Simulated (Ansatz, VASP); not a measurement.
# Al2O3 in VASP and in Ansatz

Contents of POSCAR:

```
Al2O3
1.0
    4.7930512577      0.0000000000      0.0000000000
   -2.3965256288      4.1509041508      0.0000000000
    0.0000000000      0.0000000000      8.9666466600
Al O
8 12
Direct
    0.3333333333      0.6666666667      0.9628167200
    0.3333333333      0.6666666667      0.2500000000
    0.0000000000      0.0000000000      0.0000000000
    0.0000000000      0.0000000000      0.5000000000
    0.3333333333      0.6666666667      0.5371832800
    0.6666666667      0.3333333333      0.0371832800
    0.6666666667      0.3333333333      0.7500000000
    0.6666666667      0.3333333333      0.4628167200
    0.0318230633      0.6766458267      0.1119598200
    0.9681769367      0.6448227633      0.6119598200
    0.0318230633      0.3551772367      0.3880401800
    0.9681769367      0.3233541733      0.8880401800
    0.3233541733      0.3551772367      0.1119598200
    0.3551772367      0.3233541733      0.6119598200
    0.3233541733      0.9681769367      0.3880401800
    0.3551772367      0.0318230633      0.8880401800
    0.6448227633      0.6766458267      0.3880401800
    0.6766458267      0.6448227633      0.8880401800
    0.6448227633      0.9681769367      0.1119598200
    0.6766458267      0.0318230633      0.6119598200
```

File INCAR.step1:

```
  ALGO = Normal
  EDIFF = 1E-4
  ENCUT = 520
  GGA = PE
  ISMEAR = -1
  LASPH = T
  LCHARG = F
  LREAL = Auto
  LWAVE = T
  NBANDS = 64
  NELM = 100
  PREC = Accurate
  SIGMA = 0.02
```

The input INCAR.step2:

```
  ALGO = Normal
  EDIFF = 1E-8
  ENCUT = 520
  ISIF = 2
  ISMEAR = -1
  ISTART = 1
  LASPH = T
  LCHARG = F
  LEFG = T
  LMIXTAU = T
  LREAL = Auto
  LWAVE = F
  METAGGA = R2SCAN
  NBANDS = 64
  NELM = 100
  PREC = Accurate
  SIGMA = 0.02
```

The input KPOINTS:

```
k-points
0
Gamma
  6 6 3
```

Input for Ansatz:

```yaml
crystal:
  lattice:
    - [4.7930512577, 0.0, 0.0]
    - [-2.3965256288, 4.1509041508, 0.0]
    - [0.0, 0.0, 8.96664666]
  atoms:
    - { symbol: Al, position: [0.3333333333, 0.6666666667, 0.96281672] }
    - { symbol: Al, position: [0.3333333333, 0.6666666667, 0.25] }
    - { symbol: Al, position: [0.0, 0.0, 0.0] }
    - { symbol: Al, position: [0.0, 0.0, 0.5] }
    - { symbol: Al, position: [0.3333333333, 0.6666666667, 0.53718328] }
    - { symbol: Al, position: [0.6666666667, 0.3333333333, 0.03718328] }
    - { symbol: Al, position: [0.6666666667, 0.3333333333, 0.75] }
    - { symbol: Al, position: [0.6666666667, 0.3333333333, 0.46281672] }
    - { symbol: O, position: [0.0318230633, 0.6766458267, 0.11195982] }
    - { symbol: O, position: [0.9681769367, 0.6448227633, 0.61195982] }
    - { symbol: O, position: [0.0318230633, 0.3551772367, 0.38804018] }
    - { symbol: O, position: [0.9681769367, 0.3233541733, 0.88804018] }
    - { symbol: O, position: [0.3233541733, 0.3551772367, 0.11195982] }
    - { symbol: O, position: [0.3551772367, 0.3233541733, 0.61195982] }
    - { symbol: O, position: [0.3233541733, 0.9681769367, 0.38804018] }
    - { symbol: O, position: [0.3551772367, 0.0318230633, 0.88804018] }
    - { symbol: O, position: [0.6448227633, 0.6766458267, 0.38804018] }
    - { symbol: O, position: [0.6766458267, 0.6448227633, 0.88804018] }
    - { symbol: O, position: [0.6448227633, 0.9681769367, 0.11195982] }
    - { symbol: O, position: [0.6766458267, 0.0318230633, 0.61195982] }
kpoints:
  mp_grid: { grid: [6, 6, 3] }
scf:
  occupations: { method: fermi_dirac, width: 0.02 }
hamiltonian:
  xc: r2scan
  pseudopotentials: { kind: paw }
output:
  forces: true
  stress: true
  populations: true
  efg:
    quadrupole_moments_barn: { Al: 0.1466, O: -0.02558 }
    contact_densities: true
```

Alike in both runs: task electric field gradients; functional r2SCAN; k mesh 6 × 6 × 3; occupations fermi-dirac, width 0.02 eV; no spin polarisation.

|  | VASP | Ansatz |
| --- | --- | --- |
| version | VASP 6.6.1 | Ansatz 0.2.0 |
| potentials or method | VASP PAW PBE potentials, release 64 (Al, O) | plane-wave PAW, scalar-relativistic |
| plane-wave cutoff (eV) | 520 | 500 |
| valence electrons in the cell | 96 | 96 |

VASP gave:

* gap on the k mesh at the Fermi level (eV): 6.79
* pressure (GPa): 0.3
* largest component of the traceless stress (GPa): 0.10
* rms of the force components (eV/Å): 0.012
* Vzz of the field gradient on the site that differs most (V/Å²): -13.4

Question: What did Ansatz give for the same quantities?

Answer: gap on the k mesh at the Fermi level (eV): 6.77; pressure (GPa): 0.8; largest component of the traceless stress (GPa): 0.00; rms of the force components (eV/Å): 0.021; Vzz of the field gradient on the site that differs most (V/Å²): -8.9.

Atom by atom the forces differ by 0.010 eV/Å (rms over components).

Caveats: the PAW data sets were made with another functional, which shifts forces and pressure a little (VASP); an odd mesh through Γ misses points on the zone boundary, where band edges often lie. r2SCAN opens gaps a little over a GGA but as a rule still falls short of measured ones.
